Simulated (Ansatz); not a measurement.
Se from a database of computed structures: a one-shot G0W0 calculation in Ansatz (G0W0@PBE with 1095 empty bands, a screening cutoff of 300 eV and a 6×6×4 mesh). The geometry is the r2SCAN+rVV10 minimum.

```yaml
crystal:
  lattice:
    - [4.2926573527, 0.0, 0.0]
    - [-2.1463286763, 3.7175503172, 0.0]
    - [0.0, 0.0, 5.0408504727]
  atoms:
    - { symbol: Se, position: [0.2284670362, 0.0, 0.3333333333] }
    - { symbol: Se, position: [0.0, 0.2284670362, 0.6666666667] }
    - { symbol: Se, position: [0.7715329638, 0.7715329638, 0.0] }
kpoints:
  mp_grid: { grid: [6, 6, 4] }
hamiltonian:
  xc: pbe
scf:
  occupations: { method: fixed }
gw:
  n_empty_bands: 1095
  ecut_chi: 300
  qp_bands: [v2, c2]
  qp_kpoints: band_edges
  screening: { model: contour_deformation }
```

Some lines of the output have been replaced by numbered gaps.
```
Pseudopotential: Se, paw, valence charge 16, recommended cutoff 420 eV (normal)
Functional definition: PBE
Crystal: 3 atoms, lattice volume = 80.443 Å³
Basis set: ecut = 420 eV, 1547 PW (Γ)
Bands: 29, of which v1, the nominal top of the filled ones, is band 24 counted from 1 (23 counted from 0)
[1]
SCF converged after 6 iterations
Free energy (F): -16407.205675 eV
Fermi energy:    7.073989 eV
--- Per-component energies (eV) ---
  E_band       = -1216.766311
  E_kinetic    = 351.767691
  E_local      = -7636.347024
  E_nonlocal   = -1783.206652
  E_hartree    = 3745.282715
  E_xc         = -310.986178
  E_vxc        = -292.220638
  E_paw        = -5735.932839
  E_vpaw       = 652.664339
  E_ewald      = -5037.781614
--- Band table (eV; the first three rows and the last of 24) ---
  k-point 0: bands = […, 3.3550, 3.3550, 3.4216, 5.1295, 5.1295, 6.6938, 8.8574, 8.8574, 9.2785, 13.3667, …]
  k-point 1: bands = […, 2.7023, 3.5748, 3.7435, 5.2138, 5.5220, 6.3092, 8.4895, 8.5135, 8.8081, 13.7323, …]
  k-point 2: bands = […, 2.2724, 3.8266, 3.8266, 5.6176, 5.6176, 5.8869, 8.2682, 8.3093, 8.3093, 13.2277, …]
  k-point 23: bands = […, 1.3545, 2.1051, 2.1051, 6.0048, 6.9333, 6.9333, 7.9177, 9.7395, 9.7395, 13.8715, …]
--- G₀W₀: contour deformation, 8 samples at zero and on the imaginary axis and 1 off it, 144 q-points, 1095 empty bands' worth ---
    ik  band        ε_KS         Σx   Σc(E_QP)       V_xc       Z   E_QP_lin       E_QP  E_QP is
     0    23      5.1295   -17.1304     2.4784   -13.9712  0.6788     4.4159     4.4487  root
     0    24      6.6938   -17.5593     1.8046   -15.0095  0.7177     5.9248     5.9486  root
     0    25      8.8574   -10.9109    -4.2411   -15.1263  0.7219     8.8317     8.8317  root
     0    26      8.8574   -10.9109    -4.2411   -15.1263  0.7219     8.8317     8.8317  root
     2    23      5.6176   -16.8932     2.1408   -14.0646  0.6942     4.9023     4.9298  root
     2    24      5.8869   -17.5110     2.1277   -14.6522  0.7058     5.1286     5.1558  root
     2    25      8.2682   -10.8740    -3.8139   -14.6175  0.7306     8.1979     8.1977  root
     2    26      8.3093    -9.7709    -3.8406   -13.5179  0.7461     8.2159     8.2156  root
     3    23      5.5426   -17.4728     1.9438   -14.8255  0.7031     4.8119     4.8391  root
     3    24      6.4749   -17.3720     1.7945   -14.8469  0.7152     5.7202     5.7443  root
     3    25      8.7872   -10.5234    -4.0812   -14.5504  0.7304     8.7330     8.7329  root
     3    26      8.8822   -10.8193    -4.1364   -14.9079  0.7254     8.8345     8.8344  root
     4    23      5.7400   -17.3325     1.9347   -14.6935  0.7040     5.0095     5.0357  root
     4    24      6.2593   -17.0117     1.6323   -14.6762  0.7153     5.5334     5.5561  root
     4    25      8.5610   -11.0486    -3.8178   -14.7681  0.7294  [2]
     4    26      8.6923   -10.1446    -3.9968   -14.0733  0.7369     8.6243     8.6242  root
     5    23      5.6359   -16.9445     1.9261   -14.3390  0.7010     4.9312     4.9565  root
     5    24      5.8997   -17.1645     1.9209   -14.5419  0.7052  [3]
     5    25      8.4957   -10.9716    -3.7872   -14.6537  0.7317     8.3908     8.3905  root
     5    26      8.7072   -10.2502    -3.9834   -14.1570  0.7336     8.6307     8.6305  root
     7    23      5.4220   -17.1996     1.8419   -14.6683  0.7036     4.7061     4.7326  root
     7    24      6.1723   -17.3643     1.8187   -14.8279  0.7112     5.4301     5.4546  root
     7    25      8.9212   -10.5412    -4.0385   -14.5083  0.7298     8.8499     8.8497  root
     7    26      9.1956   -10.4827    -4.1485   -14.5706  0.7247     9.1351     9.1350  root
     8    23      5.5087   -16.8717     1.8136   -14.3969  0.6997     4.8221     4.8474  root
     8    24      6.6501   -17.2803     1.2475   -15.3310  0.7255  [4]
     8    25      8.6091   -10.9474    -3.7068   -14.5258  0.7346     8.4811     8.4807  root
     8    26      9.2630   -10.5886    -4.2024   -14.7347  0.7212  [5]
    11    23      5.3709   -17.0708     1.8406   -14.5426  0.7033     4.6569     4.6833  root
    11    24      6.0845   -17.3834     1.8016   -14.8693  0.7103     5.3471     5.3720  root
    11    25      8.9258   -10.4085    -4.0045   -14.3316  0.7324     8.8446     8.8443  root
    11    26      9.3261   -10.4514    -4.1470   -14.5377  0.7228     9.2656     9.2654  root
    13    23      5.6032   -16.7447     1.9305   -14.1286  0.7028     4.8920     4.9176  root
    13    24      7.0740   -17.1515     0.8816   -15.5832  0.7339     6.3719     6.3874  root
    13    25      8.5890   -11.7115    -3.8553   -15.4835  0.7255     8.5059     8.5056  root
    13    26      9.8795   -10.9544    -4.2492   -15.0931  0.7051     9.7696     9.7690  root
  […]
```

The points are ik 0 = (0, 0, 0) (Γ), ik 2 = (0, 0, -1/2), ik 3 = (0, 1/6, 0), ik 4 = (0, 1/6, 1/4), ik 5 = (0, 1/6, -1/2), ik 7 = (0, 1/3, 0), ik 8 = (0, 1/3, 1/4), ik 11 = (0, -1/2, 0), ik 13 = (0, -1/2, -1/2), ik 19 = (1/6, 1/3, -1/2), ik 23 = (1/3, 1/3, -1/2); band 24 is the last filled one.

Task: Give the withheld lines. They hold quasiparticle rows, the symmetry found.

Result:
```
[1]
Symmetry: 6 space group operations
Space group: P3121 (ITA 152)
[2]
     4    25      8.5610   -11.0486    -3.8178   -14.7681  0.7294     8.4629     8.4627  root
[3]
     5    24      5.8997   -17.1645     1.9209   -14.5419  0.7052     5.1722     5.1981  root
[4]
     8    24      6.6501   -17.2803     1.2475   -15.3310  0.7255     5.9294     5.9483  root
[5]
     8    26      9.2630   -10.5886    -4.2024   -14.7347  0.7212     9.2068     9.2067  root
```
The trailing digits, and the zero of the energies, depend on the potentials and thresholds.

Task: It ran on 1 × NVIDIA H100 80GB HBM3 with 4 threads of AMD EPYC 7R13 Processor (Zen 3) (shared host), load about 27.1 per core. About how long did it take, and how much host memory at the peak?

Result: About 4.1 min, with a peak of 5.7 GiB.

The values are computed, spin-unpolarised, and not measurements.

The runs are scalar-relativistic, without spin-orbit coupling.

For so narrow a gap this mesh doesn't settle the screening, and the bands and cutoff are finite.
